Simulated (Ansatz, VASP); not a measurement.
**One calculation of CdF2, two programs**

```
Cd F
1.0
     0.00000    2.69400    2.69400
     2.69400    0.00000    2.69400
     2.69400    2.69400    0.00000
Cd F
1 2
Direct
  0.00000 0.00000 0.00000
  0.75000 0.75000 0.75000
  0.25000 0.25000 0.25000
```

Alike in both runs: task relaxation of cell and atoms; functional PBE; dispersion D4; k mesh 9 × 9 × 9; occupations fermi-dirac, width 0.05 eV; no spin polarisation.

|  | VASP | Ansatz |
| --- | --- | --- |
| version | VASP 6.6.1 | Ansatz 0.2.0 |
| potentials or method | VASP PAW PBE potentials, release 64 (Cd, F) | Ansatz PAW |
| plane-wave cutoff (eV) | 600 | 420 |
| valence electrons in the cell | 26 | 34 |

|  | VASP | Ansatz | Ansatz less VASP |
| --- | --- | --- | --- |
| gap on the k mesh at the Fermi level, each at its own relaxed structure (eV) | 2.97 | 3.02 | +0.047 |
| relaxed volume (Å³/atom) | 13.52 | 13.45 | -0.067 |
| relaxed cell length with the largest relative difference (Å) | 3.857 | 3.850 | -0.0064 |
| energy change over the relaxation (meV/atom) | -6 | -4 | +1.5 |

The two sets of potentials don't hold the same shells in valence.

Caveats: an odd mesh through Γ misses points on the zone boundary, where band edges often lie (VASP); odd divisions of the mesh miss points on the zone boundary, where band edges often lie, so the gap on the mesh can be too wide (Ansatz); the plane-wave basis is chosen anew once the cell has moved, so the energies of steps on either side of that aren't comparable (Ansatz); the pressure holds a Pulay correction of +0.7 GPa for the finite cutoff (Ansatz). Zero-point motion and thermal expansion aren't in these numbers. Expect the measured gap to be larger: semilocal functionals such as PBE lack the derivative discontinuity.
